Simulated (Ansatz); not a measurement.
# SiC: a single-point run

Wanted: a converged single-point run for SiC, and a check of what comes out. The structure is shown as the input types it. The cell is built on a prototype (CsCl type) and needn't be the phase found in nature.

Computed with Ansatz 0.2.0 (density functional or hybrid calculation with the settings of its input, plane waves (as first typed), unless a step's input says otherwise).

5 further runs of the same task are left out: 1 for a known fault of the program, 4 that didn't finish.

## (1) The system as given

It takes space group Pm-3m (No. 221, cubic). Conventional cell: a = 2.620 Å, b = 2.620 Å, c = 2.620 Å, α = 90.00°, β = 90.00°, γ = 90.00°. Around Si (site symmetry m-3m) lie 8 C at 2.27 Å. Around C (site symmetry m-3m) lie 8 Si at 2.27 Å.

The input asks for a charge of +2 e on the cell.

Structure file:

```cif
data_structure
_symmetry_space_group_name_H-M 'Pm-3m'
_symmetry_Int_Tables_number 221
_cell_length_a 2.6201
_cell_length_b 2.6201
_cell_length_c 2.6201
_cell_angle_alpha 90.000
_cell_angle_beta 90.000
_cell_angle_gamma 90.000
_cell_volume 17.99
loop_
_atom_site_label
_atom_site_type_symbol
_atom_site_symmetry_multiplicity
_atom_site_Wyckoff_symbol
_atom_site_fract_x
_atom_site_fract_y
_atom_site_fract_z
_atom_site_occupancy
Si1 Si 1 a 0.00000 0.00000 0.00000 1
C1 C 1 b 0.50000 0.50000 0.50000 1
```

## (2) The run

The input, input.yaml:

```yaml
crystal:
  lattice:
    - [2.620122866, 0.0, 0.0]
    - [0.0, 2.620122866, 0.0]
    - [0.0, 0.0, 2.620122866]
  atoms:
    - { symbol: Si, position: [0.0, 0.0, 0.0] }
    - { symbol: C, position: [0.5, 0.5, 0.5] }
kpoints:
  mp_grid: { grid: [6, 6, 6] }
hamiltonian:
  xc: r2scan
scf:
  occupations: { method: fermi_dirac, width: 0.02 }
  n_extra_bands: 4
  max_iter: 94
output:
  forces: true
  stress: true
  eigenvalues: true
total_charge: 2
```

Started as:

```bash
> ansatz run input.yaml --threads 4 --pin off --max-ram 3686MiB --backend cpu --events-out ev --progress --plain --runs-dir out
```

Q: Will this input give a usable result? If not, why, and what should change?

The program finished normally. It gives a pressure of 89 GPa, which is large; a structure far from rest gives such values too, whatever the setting.

Look at the input: total_charge is 2. The net charge is not the one intended, so the run treats another number of electrons.

The test: delete total_charge (the default then holds).
